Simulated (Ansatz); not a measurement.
# Zr3O2: the cost of one run

Method: DFT PBE, scalar-relativistic, plane waves, PAW, in Ansatz 0.2.0.

1 further run of the same task is left out (it didn't finish).

## Step 1: The system as given

Symmetry: P-3m1, No. 164, trigonal system. The conventional cell has a = 3.885 Å, b = 3.885 Å, c = 4.690 Å, α = 90.00°, β = 90.00°, γ = 120.00°. Zr (site symmetry -3m) has 6 O at 2.33 Å as nearest neighbours. Zr (site symmetry 3m) has 5 O at 2.28 to 2.50 Å and 3 Zr at 2.53 Å as nearest neighbours. Around O (site symmetry 3m) lie 8 Zr at 2.28 to 2.50 Å.

Coordinates:

```cif
data_structure
_symmetry_space_group_name_H-M 'P-3m1'
_symmetry_Int_Tables_number 164
_cell_length_a 3.8845
_cell_length_b 3.8845
_cell_length_c 4.6902
_cell_angle_alpha 90.000
_cell_angle_beta 90.000
_cell_angle_gamma 120.000
_cell_volume 61.29
loop_
_atom_site_label
_atom_site_type_symbol
_atom_site_symmetry_multiplicity
_atom_site_Wyckoff_symbol
_atom_site_fract_x
_atom_site_fract_y
_atom_site_fract_z
_atom_site_occupancy
Zr1 Zr 1 a 0.00000 0.00000 0.00000 1
Zr2 Zr 2 d 0.33333 0.66667 0.62500 1
O1 O 2 d 0.33333 0.66667 0.13800 1
```

(A quick probe on a coarse mesh, which set the mesh and smearing, is not shown.)

## Step 3: A loose first relaxation

input.yaml

```yaml
crystal:
  lattice:
    - [3.8845141985, 0.0, 0.0]
    - [-1.9422570992, 3.3640879772, 0.0]
    - [0.0, 0.0, 4.6901926643]
  atoms:
    - { symbol: Zr, position: [0.0, 0.0, 0.0] }
    - { symbol: Zr, position: [0.3333333333, 0.6666666667, 0.625] }
    - { symbol: Zr, position: [0.6666666667, 0.3333333333, 0.375] }
    - { symbol: O, position: [0.3333333333, 0.6666666667, 0.138] }
    - { symbol: O, position: [0.6666666667, 0.3333333333, 0.862] }
basis:
  ecutwfc: 420
kpoints:
  mp_grid: { grid: [6, 6, 4] }
hamiltonian:
  xc: pbe
scf:
  occupations: { method: gaussian, width: 0.1 }
  lower_state_search: "off"
output:
  forces: true
  stress: true
  eigenvalues: true
relax:
  adjacent_minimum: "off"
  f_tol: 0.04
  max_steps: 70
  cell: { stress_tol: 0.4 }
```

Started as:

```sh
$ ansatz run input.yaml --threads 1 --pin off --max-ram 2560MiB --backend cpu --events-out ev --progress --plain --runs-dir out
```

Q: Estimate wall time and peak memory on 1 thread of Arm Neoverse V2, shared host.

About 48 s, with a peak of 0.37 GiB.
